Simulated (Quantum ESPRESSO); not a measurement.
# FeS2 (Marcasite) (Pnnm) in Quantum ESPRESSO: further runs

The runs below take FeS2 (Marcasite) through single point, equation of state, with LDA.

Everything below comes from runs of Quantum ESPRESSO 7.5. Logs are shortened: lines on timing, memory, paths and dates and some standing lists are left out, and cuts for length are marked.

### 1 The crystal as given

Symmetry: Pnnm, No. 58, orthorhombic system. The conventional cell has a = 4.440 Å, b = 5.390 Å, c = 3.370 Å, α = 90.00°, β = 90.00°, γ = 90.00°. Fe (site symmetry 2/m) is surrounded by 6 S at 2.21 to 2.24 Å. S (site symmetry m) is surrounded by 3 Fe at 2.21 to 2.24 Å and 1 S at 2.25 Å.

### 2 Single point, LDA, collinear spin, ferromagnetic start, 12.64 Å³/atom

pw.in reads:

```
&CONTROL
  calculation = 'scf'
  prefix = 'pwscf'
  outdir = './tmp'
  pseudo_dir = './pseudo'
  tstress = .true.
  disk_io = 'nowf'
/
&SYSTEM
  ibrav = 0
  nat = 6
  ntyp = 2
  ecutwfc = 56
  ecutrho = 448
  nbnd = 41
  occupations = 'smearing'
  smearing = 'fd'
  degauss = 0.00367493
  nspin = 2
  starting_magnetization(1) = 0.1875
  starting_magnetization(2) = 0
/
&ELECTRONS
  conv_thr = 1.2d-09
  electron_maxstep = 120
  mixing_beta = 0.3
/
ATOMIC_SPECIES
Fe    55.8450 fe_lda_v1.5.uspp.F.UPF
S     32.0600 s_lda_v1.4.uspp.F.UPF
CELL_PARAMETERS angstrom
   4.3493623227    0.0000000000    0.0000000000
   0.0000000000    5.2799691260    0.0000000000
   0.0000000000    0.0000000000    3.3012051864
ATOMIC_POSITIONS crystal
Fe     0.5000000000    0.5000000000    0.5000000000
Fe     0.0000000000    0.0000000000    0.0000000000
S      0.7030000000    0.1250000000    0.5000000000
S      0.7970000000    0.6250000000    0.0000000000
S      0.2970000000    0.8750000000    0.5000000000
S      0.2030000000    0.3750000000    0.0000000000
K_POINTS automatic
3 3 4 0 0 0
```

Potentials or basis: GBRV 1.5 LDA.

On the command line:

```bash
$ OMP_NUM_THREADS=1 mpirun -n 2 pw.x -nk 2 -in pw.in > pw.out
```

pw.out:

```text
This program is part of the open-source Quantum ESPRESSO suite
     for quantum simulation of materials; please cite
[... 13 lines left out ...]
     --------------------
     sticks:   dense  smooth     PW     G-vecs:    dense   smooth      PW
     Sum        2921    1457    425                81935    28937    4557

     Using Slab Decomposition

     bravais-lattice index     =            0
     lattice parameter (alat)  =       8.2191  a.u.
     unit-cell volume          =     511.5948 (a.u.)^3
     number of atoms/cell      =            6
     number of atomic types    =            2
     number of electrons       =        56.00
     number of Kohn-Sham states=           41
     kinetic-energy cutoff     =      56.0000  Ry
     charge density cutoff     =     448.0000  Ry
     scf convergence threshold =      1.2E-09
     mixing beta               =       0.3000
     number of iterations used =            8  plain     mixing
     Exchange-correlation=  SLA  PZ   NOGX NOGC
                           (   1   1   0   0   0   0   0)

     celldm(1)=   8.219104  celldm(2)=   0.000000  celldm(3)=   0.000000
     celldm(4)=   0.000000  celldm(5)=   0.000000  celldm(6)=   0.000000

     crystal axes: (cart. coord. in units of alat)
               a(1) = (   1.000000   0.000000   0.000000 )
               a(2) = (   0.000000   1.213964   0.000000 )
               a(3) = (   0.000000   0.000000   0.759009 )

     reciprocal axes: (cart. coord. in units 2 pi/alat)
               b(1) = (  1.000000  0.000000  0.000000 )
               b(2) = (  0.000000  0.823748  0.000000 )
               b(3) = (  0.000000  0.000000  1.317507 )

     PseudoPot. # 1 for Fe read from file:
     fe_lda_v1.5.uspp.F.UPF
     Pseudo is Ultrasoft + core correction, Zval = 16.0
     Generated by new atomic code, or converted to UPF format
     Using radial grid of  861 points,  6 beta functions with:
                l(1) =   0
                l(2) =   0
                l(3) =   1
                l(4) =   1
                l(5) =   2
                l(6) =   2
     Q(r) pseudized with  8 coefficients,  rinner =    1.000   1.000   1.000
                                                       1.000   1.000

     PseudoPot. # 2 for S  read from file:
     s_lda_v1.4.uspp.F.UPF
     Pseudo is Ultrasoft + core correction, Zval =  6.0
     Generated by new atomic code, or converted to UPF format
     Using radial grid of  907 points,  6 beta functions with:
                l(1) =   0
                l(2) =   0
                l(3) =   1
                l(4) =   1
                l(5) =   2
                l(6) =   2
     Q(r) pseudized with  8 coefficients,  rinner =    1.300   1.300   1.300
                                                       1.300   1.300

     atomic species   valence    mass     pseudopotential
     Fe               16.00    55.84500     Fe( 1.00)
     S                 6.00    32.06000     S ( 1.00)

     Starting magnetic structure
     atomic species   magnetization
     Fe              0.188
     S               0.000

      8 Sym. Ops., with inversion, found ( 4 have fractional translation)

   Cartesian axes

     site n.     atom                  positions (alat units)
         1        Fe     tau(   1) = (   0.5000000   0.6069820   0.3795045  )
         2        Fe     tau(   2) = (   0.0000000   0.0000000   0.0000000  )
         3        S      tau(   3) = (   0.7030000   0.1517455   0.3795045  )
         4        S      tau(   4) = (   0.7970000   0.7587275   0.0000000  )
         5        S      tau(   5) = (   0.2970000   1.0622185   0.3795045  )
         6        S      tau(   6) = (   0.2030000   0.4552365   0.0000000  )

     number of k points=    12  Fermi-Dirac smearing, width (Ry)=  0.0037
                       cart. coord. in units 2pi/alat
        k(    1) = (   0.0000000   0.0000000   0.0000000), wk =   0.0277778
        k(    2) = (   0.0000000   0.0000000   0.3293769), wk =   0.0555556
        k(    3) = (   0.0000000   0.0000000  -0.6587537), wk =   0.0277778
        k(    4) = (   0.0000000   0.2745826   0.0000000), wk =   0.0555556
        k(    5) = (   0.0000000   0.2745826   0.3293769), wk =   0.1111111
        k(    6) = (   0.0000000   0.2745826  -0.6587537), wk =   0.0555556
        k(    7) = (   0.3333333   0.0000000   0.0000000), wk =   0.0555556
        k(    8) = (   0.3333333   0.0000000   0.3293769), wk =   0.1111111
        k(    9) = (   0.3333333   0.0000000  -0.6587537), wk =   0.0555556
        k(   10) = (   0.3333333   0.2745826   0.0000000), wk =   0.1111111
        k(   11) = (   0.3333333   0.2745826   0.3293769), wk =   0.2222222
        k(   12) = (   0.3333333   0.2745826  -0.6587537), wk =   0.1111111

     Dense  grid:    81935 G-vectors     FFT dimensions: (  60,  72,  48)

     Smooth grid:    28937 G-vectors     FFT dimensions: (  40,  48,  30)

     Check: negative core charge=   -0.000016
[... 26 lines left out ...]
     estimated scf accuracy    <       0.32877261 Ry

     total magnetization       =     0.43 Bohr mag/cell
     absolute magnetization    =     2.20 Bohr mag/cell
[... 101 lines left out ...]
     iteration # 13     ecut=    56.00 Ry     beta= 0.30
     Davidson diagonalization with overlap
     ethr =  2.02E-11,  avg # of iterations =  4.5

     total energy              =    -597.33181121 Ry
     estimated scf accuracy    <          1.9E-09 Ry

     total magnetization       =    -0.00 Bohr mag/cell
     absolute magnetization    =     0.00 Bohr mag/cell

     iteration # 14     ecut=    56.00 Ry     beta= 0.30
     Davidson diagonalization with overlap
     ethr =  3.43E-12,  avg # of iterations =  2.6

     Magnetic moment per site  (integrated on atomic sphere of radius R)
     atom   1 (R=0.206)  charge= 13.8970  magn=  0.0000
     atom   2 (R=0.206)  charge= 13.8970  magn=  0.0000
     atom   3 (R=0.206)  charge=  3.4557  magn= -0.0000
     atom   4 (R=0.206)  charge=  3.4557  magn= -0.0000
     atom   5 (R=0.206)  charge=  3.4557  magn= -0.0000
     atom   6 (R=0.206)  charge=  3.4557  magn= -0.0000

     End of self-consistent calculation

 ------ SPIN UP ------------

          k = 0.0000 0.0000 0.0000 (  3619 PWs)   bands (ev):

   -72.3887 -72.3884 -39.0071 -39.0052 -38.8802 -38.8802 -38.8325 -38.8310
    -3.8221  -1.1798   0.7847   1.6459   5.3521   6.9473   7.5829   8.2981
     9.0335   9.2264   9.4541   9.6020   9.8854  11.7917  12.0901  12.1314
    12.3374  12.5534  12.5812  12.8811  14.7152  15.0843  16.4533  16.8314
    17.1644  17.5596  18.7415  19.1750  20.9596  21.1545  22.1450  22.5266
    22.6516

          k = 0.0000 0.0000 0.3294 (  3625 PWs)   bands (ev):

   -72.3883 -72.3881 -39.0062 -39.0049 -38.8792 -38.8791 -38.8406 -38.8396
    -3.2340  -1.1555   1.0633   1.6818   5.9225   6.8154   7.5590   7.5971
     7.9386   8.8177   8.9809   9.6793   9.6875  10.7590  11.7283  12.0253
    12.3240  12.3557  13.2847  13.4461  15.1790  15.2441  15.2930  16.2303
    16.2652  16.5170  19.2360  20.4579  20.9949  21.1409  22.2724  23.5647
    23.8400
[... 75 lines left out ...]
   -72.3882 -72.3881 -39.0058 -39.0055 -38.8793 -38.8793 -38.8402 -38.8400
    -2.2412  -1.5249   0.3570   0.6887   5.8676   6.6364   6.8770   7.7725
     8.9384   9.1982   9.7990   9.9190  10.4054  10.9396  11.7200  11.9403
    12.5083  12.5932  13.0353  13.2591  14.6879  15.1704  15.4516  16.0124
    16.4025  16.8351  20.2454  20.6990  21.1535  21.6848  21.7940  22.5573
    22.7174

          k = 0.3333 0.2746-0.6588 (  3624 PWs)   bands (ev):

   -72.3878 -72.3878 -39.0051 -39.0050 -38.8783 -38.8783 -38.8484 -38.8484
    -1.4815  -1.4781   0.8859   0.9165   5.3486   5.7143   6.7954   7.0856
     8.6312   9.0180   9.5640   9.6759  10.1388  10.3230  11.9832  12.1484
    12.2530  12.5203  13.0648  13.0657  14.8733  15.3742  15.4133  15.6470
    16.5358  16.9579  19.5570  20.2347  20.2787  20.4469  22.4065  22.8848
    23.4384

 ------ SPIN DOWN ----------

          k = 0.0000 0.0000 0.0000 (  3619 PWs)   bands (ev):

   -72.3887 -72.3884 -39.0071 -39.0052 -38.8802 -38.8802 -38.8325 -38.8310
    -3.8221  -1.1798   0.7847   1.6459   5.3521   6.9473   7.5829   8.2981
     9.0336   9.2264   9.4541   9.6020   9.8854  11.7918  12.0901  12.1314
    12.3374  12.5534  12.5812  12.8811  14.7152  15.0843  16.4533  16.8314
    17.1644  17.5596  18.7415  19.1750  20.9596  21.1545  22.1450  22.5266
    22.6517

          k = 0.0000 0.0000 0.3294 (  3625 PWs)   bands (ev):

   -72.3883 -72.3881 -39.0062 -39.0049 -38.8792 -38.8791 -38.8406 -38.8396
    -3.2340  -1.1555   1.0633   1.6818   5.9225   6.8154   7.5590   7.5971
     7.9386   8.8177   8.9809   9.6793   9.6875  10.7590  11.7283  12.0253
    12.3240  12.3557  13.2847  13.4461  15.1791  15.2441  15.2930  16.2303
    16.2653  16.5170  19.2360  20.4579  20.9949  21.1409  22.2724  23.5648
    23.8400
[... 75 lines left out ...]
   -72.3882 -72.3881 -39.0058 -39.0054 -38.8793 -38.8793 -38.8402 -38.8400
    -2.2412  -1.5249   0.3570   0.6887   5.8676   6.6364   6.8770   7.7725
     8.9384   9.1982   9.7991   9.9190  10.4054  10.9396  11.7200  11.9403
    12.5083  12.5932  13.0353  13.2591  14.6879  15.1704  15.4516  16.0124
    16.4025  16.8351  20.2454  20.6990  21.1535  21.6848  21.7940  22.5573
    22.7174

          k = 0.3333 0.2746-0.6588 (  3624 PWs)   bands (ev):

   -72.3878 -72.3878 -39.0050 -39.0050 -38.8783 -38.8783 -38.8484 -38.8484
    -1.4815  -1.4781   0.8859   0.9166   5.3486   5.7144   6.7954   7.0856
     8.6313   9.0180   9.5640   9.6759  10.1388  10.3230  11.9832  12.1484
    12.2531  12.5204  13.0648  13.0657  14.8733  15.3742  15.4133  15.6470
    16.5358  16.9579  19.5571  20.2347  20.2787  20.4470  22.4065  22.8848
    23.4502

     the Fermi energy is    14.0368 ev

!    total energy              =    -597.33181121 Ry
     estimated scf accuracy    <          1.7E-10 Ry
     smearing contrib. (-TS)   =      -0.00000050 Ry
     internal energy E=F+TS    =    -597.33181071 Ry

     The total energy is F=E-TS. E is the sum of the following terms:
     one-electron contribution =    -326.67059454 Ry
     hartree contribution      =     194.92555895 Ry
     xc contribution           =     -92.00016467 Ry
     ewald contribution        =    -373.58661045 Ry

     total magnetization       =     0.00 Bohr mag/cell
     absolute magnetization    =     0.00 Bohr mag/cell

     convergence has been achieved in  14 iterations

     Computing stress (Cartesian axis) and pressure

          total   stress  (Ry/bohr**3)                   (kbar)     P=        8.83
  -0.00002065   0.00000000   0.00000000           -3.04        0.00        0.00
   0.00000000   0.00013962   0.00000000            0.00       20.54        0.00
   0.00000000   0.00000000   0.00006118            0.00        0.00        9.00

=------------------------------------------------------------------------------=
   JOB DONE.
=------------------------------------------------------------------------------=
```

Run time: 62 s. Hardware: 2 MPI ranks of Arm Neoverse V1, shared host; peak memory 0.5 GiB.

What came out:

```
Free energy                                           : -8127.1133 eV
Pressure                                              : 0.9 GPa
Band gap on the k mesh                                : 1.10 eV, indirect (least direct gap 1.38 eV)
Net moment                                            : 0.00 μB per cell
Absolute moment                                       : 0.00 μB per cell
Valence electrons inside the program's atomic spheres : Fe 13.90; S 3.46
```

Caveat: the k mesh is coarse (spacing up to 0.48 Å⁻¹), so the values aren't converged; the starting moments collapsed, and a magnetic state may lie lower; an odd mesh through Γ misses points on the zone boundary, where band edges often lie.

### 3 Single point, LDA, collinear spin, ferromagnetic start, 12.90 Å³/atom

pw.in, as its differences from that of step 2:

```diff
@@ -31,5 +31,5 @@
 CELL_PARAMETERS angstrom
-   4.3493623227    0.0000000000    0.0000000000
-   0.0000000000    5.2799691260    0.0000000000
-   0.0000000000    0.0000000000    3.3012051864
+   4.3799926440    0.0000000000    0.0000000000
+   0.0000000000    5.3171532323    0.0000000000
+   0.0000000000    0.0000000000    3.3244538762
 ATOMIC_POSITIONS crystal
```

Potentials or basis: GBRV 1.5 LDA.

On the command line:

```bash
$ OMP_NUM_THREADS=1 mpirun -n 2 pw.x -nk 2 -in pw.in > pw.out
```

It took 58 s on 2 MPI ranks of Arm Neoverse V1, shared host; peak memory 0.52 GiB.

It converged, with:

| Property | Result |
| --- | --- |
| Free energy | -8127.1027 eV |
| Pressure | -3.0 GPa |
| Band gap on the k mesh | 1.05 eV, indirect (least direct gap 1.32 eV) |
| Net moment | 0.00 μB per cell |
| Absolute moment | 0.00 μB per cell |
| Valence electrons inside the program's atomic spheres | Fe 13.92; S 3.49 |

Caveat: the k mesh is coarse (spacing up to 0.48 Å⁻¹), so the values aren't converged; the starting moments collapsed, and a magnetic state may lie lower; an odd mesh through Γ misses points on the zone boundary, where band edges often lie.

### 4 Single point, LDA, collinear spin, ferromagnetic start, 13.17 Å³/atom

pw.in, as its differences from that of step 3:

```diff
@@ -31,5 +31,5 @@
 CELL_PARAMETERS angstrom
-   4.3799926440    0.0000000000    0.0000000000
-   0.0000000000    5.3171532323    0.0000000000
-   0.0000000000    0.0000000000    3.3244538762
+   4.4102004444    0.0000000000    0.0000000000
+   0.0000000000    5.3538244134    0.0000000000
+   0.0000000000    0.0000000000    3.3473818688
 ATOMIC_POSITIONS crystal
```

On the command line:

```bash
$ OMP_NUM_THREADS=1 mpirun -n 2 pw.x -nk 2 -in pw.in > pw.out
```

Run time: 64 s. Hardware: 2 MPI ranks of Arm Neoverse V1, shared host; peak memory 0.52 GiB.

The run converged. Its results:

| Property | Result |
| --- | --- |
| Free energy | -8127.0555 eV |
| Pressure | -6.4 GPa |
| Band gap on the k mesh | 1.00 eV, indirect (least direct gap 1.27 eV) |
| Net moment | 0.00 μB per cell |
| Absolute moment | 0.00 μB per cell |
| Valence electrons inside the program's atomic spheres | Fe 13.94; S 3.52 |

Caveat: the k mesh is coarse (spacing up to 0.47 Å⁻¹), so the values aren't converged; the starting moments collapsed, and a magnetic state may lie lower; an odd mesh through Γ misses points on the zone boundary, where band edges often lie.

### 5 Single point, LDA, collinear spin, ferromagnetic start, 13.44 Å³/atom

pw.in, as its differences from that of step 4:

```diff
@@ -31,5 +31,5 @@
 CELL_PARAMETERS angstrom
-   4.4102004444    0.0000000000    0.0000000000
-   0.0000000000    5.3538244134    0.0000000000
-   0.0000000000    0.0000000000    3.3473818688
+   4.4400000000    0.0000000000    0.0000000000
+   0.0000000000    5.3900000000    0.0000000000
+   0.0000000000    0.0000000000    3.3700000000
 ATOMIC_POSITIONS crystal
```

On the command line:

```bash
$ OMP_NUM_THREADS=1 mpirun -n 2 pw.x -nk 2 -in pw.in > pw.out
```

It took 72 s on 2 MPI ranks of Arm Neoverse V1, shared host; peak memory 0.52 GiB.

It converged, with:

- Free energy: -8126.9756 eV
- Pressure: -9.5 GPa
- Band gap on the k mesh: 0.94 eV, indirect (least direct gap 1.22 eV)
- Net moment: 0.00 μB per cell
- Absolute moment: 0.00 μB per cell
- Valence electrons inside the program's atomic spheres: Fe 13.96; S 3.55

Caveat: the k mesh is coarse (spacing up to 0.47 Å⁻¹), so the values aren't converged; the starting moments collapsed, and a magnetic state may lie lower; an odd mesh through Γ misses points on the zone boundary, where band edges often lie.

### 6 Single point, LDA, collinear spin, ferromagnetic start, 13.71 Å³/atom

pw.in, as its differences from that of step 5:

```diff
@@ -31,5 +31,5 @@
 CELL_PARAMETERS angstrom
-   4.4400000000    0.0000000000    0.0000000000
-   0.0000000000    5.3900000000    0.0000000000
-   0.0000000000    0.0000000000    3.3700000000
+   4.4694048304    0.0000000000    0.0000000000
+   0.0000000000    5.4256964045    0.0000000000
+   0.0000000000    0.0000000000    3.3923185312
 ATOMIC_POSITIONS crystal
```

Potentials or basis: GBRV 1.5 LDA.

On the command line:

```bash
$ OMP_NUM_THREADS=1 mpirun -n 2 pw.x -nk 2 -in pw.in > pw.out
```

It took 70 s on 2 MPI ranks of Arm Neoverse V1, shared host; peak memory 0.54 GiB.

Results (log left out):

* Free energy: -8126.8669 eV
* Pressure: -12.1 GPa
* Band gap on the k mesh: 0.88 eV, indirect (least direct gap 1.17 eV)
* Net moment: 0.00 μB per cell
* Absolute moment: 0.00 μB per cell
* Valence electrons inside the program's atomic spheres: Fe 13.98; S 3.58

Caveat: the k mesh is coarse (spacing up to 0.47 Å⁻¹), so the values aren't converged; the starting moments collapsed, and a magnetic state may lie lower; an odd mesh through Γ misses points on the zone boundary, where band edges often lie.

### 7 Single point, LDA, collinear spin, ferromagnetic start, 13.98 Å³/atom

pw.in, as its differences from that of step 6:

```diff
@@ -31,5 +31,5 @@
 CELL_PARAMETERS angstrom
-   4.4694048304    0.0000000000    0.0000000000
-   0.0000000000    5.4256964045    0.0000000000
-   0.0000000000    0.0000000000    3.3923185312
+   4.4984277530    0.0000000000    0.0000000000
+   0.0000000000    5.4609291866    0.0000000000
+   0.0000000000    0.0000000000    3.4143471909
 ATOMIC_POSITIONS crystal
```

On the command line:

```bash
$ OMP_NUM_THREADS=1 mpirun -n 2 pw.x -nk 2 -in pw.in > pw.out
```

Wall time 77 s (2 MPI ranks of Arm Neoverse V1, shared host); peak memory 0.54 GiB.

The run converged. Its results:

| Quantity | Value |
| --- | --- |
| Free energy | -8126.7327 eV |
| Pressure | -14.5 GPa |
| Band gap on the k mesh | 0.83 eV, indirect (least direct gap 1.13 eV) |
| Net moment | 0.00 μB per cell |
| Absolute moment | 0.00 μB per cell |
| Valence electrons inside the program's atomic spheres | Fe 13.99; S 3.61 |

Caveat: the k mesh is coarse (spacing up to 0.47 Å⁻¹), so the values aren't converged; the starting moments collapsed, and a magnetic state may lie lower; an odd mesh through Γ misses points on the zone boundary, where band edges often lie.

### 8 Single point, LDA, collinear spin, ferromagnetic start, 14.25 Å³/atom

pw.in, as its differences from that of step 7:

```diff
@@ -31,5 +31,5 @@
 CELL_PARAMETERS angstrom
-   4.4984277530    0.0000000000    0.0000000000
-   0.0000000000    5.4609291866    0.0000000000
-   0.0000000000    0.0000000000    3.4143471909
+   4.5270809316    0.0000000000    0.0000000000
+   0.0000000000    5.4957131129    0.0000000000
+   0.0000000000    0.0000000000    3.4360952116
 ATOMIC_POSITIONS crystal
```

On the command line:

```bash
$ OMP_NUM_THREADS=1 mpirun -n 2 pw.x -nk 2 -in pw.in > pw.out
```

Wall time 78 s (2 MPI ranks of Arm Neoverse V1, shared host); peak memory 0.56 GiB.

It converged, with:

| Item | Value |
| --- | --- |
| Free energy | -8126.5758 eV |
| Pressure | -16.7 GPa |
| Band gap on the k mesh | 0.78 eV, indirect (least direct gap 1.08 eV) |
| Net moment | 0.00 μB per cell |
| Absolute moment | 0.00 μB per cell |
| Valence electrons inside the program's atomic spheres | Fe 14.01; S 3.64 |

Caveat: the k mesh is coarse (spacing up to 0.46 Å⁻¹), so the values aren't converged; the starting moments collapsed, and a magnetic state may lie lower; an odd mesh through Γ misses points on the zone boundary, where band edges often lie.

### 9 Equation of state, LDA, collinear spin, ferromagnetic start

Potentials or basis: GBRV 1.5 LDA.

This step only gathers the single runs of the series.

What came out:

```yaml
Equilibrium_volume: 12.70 Å³/atom
Bulk_modulus_at_fixed_shape_and_positions: 189 GPa
Pressure_derivative_of_the_bulk_modulus: 4.7
```

Energy against volume, from the lowest point:
| volume (Å³/atom) | energy (meV/atom) |
| --- | --- |
| 12.635 | 0.00 |
| 12.904 | 1.76 |
| 13.173 | 9.64 |
| 13.442 | 22.95 |
| 13.710 | 41.07 |
| 13.979 | 63.44 |
| 14.248 | 89.58 |

Caveat: the k mesh is coarse (spacing up to 0.47 Å⁻¹), so the values aren't converged; the cell was scaled at fixed shape and fractional positions, which overstates the stiffness of a crystal with free parameters, most of all of layers and chains.
